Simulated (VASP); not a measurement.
Here is a VASP 6.6.1 calculation.

Contents of INCAR:

```
PREC     = Accurate       # precision mode
ENCUT    = 520            # plane-wave cutoff, eV
EDIFF    = 1E-6           # SCF threshold, eV
ISMEAR   = -1             # smearing method
SIGMA    = 0.15           # smearing width, eV
LREAL    = F              # projectors in reciprocal space
LASPH    = T              # aspherical terms in the spheres
NELM     = 100            # most SCF steps
ALGO     = Fast           # electronic algorithm
ISIF     = 2              # what is computed and relaxed
LWAVE    = F              # write WAVECAR
LCHARG   = F              # write CHGCAR
NBANDS   = 25             # bands
```

Contents of KPOINTS:

```
Automatic mesh
0
Gamma
  2 2 2
```

The input POSCAR:

```
CO2
1.0
   -1.9800650000      1.9800650000      3.0222050000
    1.9800650000     -1.9800650000      3.0222050000
    1.9800650000      1.9800650000     -3.0222050000
C O
2 4
Direct
    0.7640718932      0.2578430573      0.4990159414
    0.0015226143      0.0075749409     -0.0138525755
    0.7259510754      0.1220706472      0.0809430498
    0.0224484120      0.6174599394      0.8665253413
    0.3824973834      0.2595491469      0.3949236515
    0.8976920497      0.9571105537      0.5839073465
```

Potentials or basis: VASP PAW LDA potentials, release 64 (C, O).

Command:

```sh
$ cat potpaw_LDA.64/C/POTCAR potpaw_LDA.64/O/POTCAR > POTCAR
$ mpirun -np 1 vasp_std > vasp.out
```

(1) What does it give for the largest force?

(2) What does it give for the band gap on the k mesh?

(3) What does it give for the pressure?

## Answers

(1) 2.350 eV/Å.

(2) 7.26 eV, indirect (least direct gap 7.34 eV).

(3) -2.6 GPa.

Caveat: the k mesh is coarse (spacing up to 1.12 Å⁻¹), so the values aren't converged; forces of over 1 eV/Å show positions far from the minimum, so gaps and moduli don't describe the material at rest.
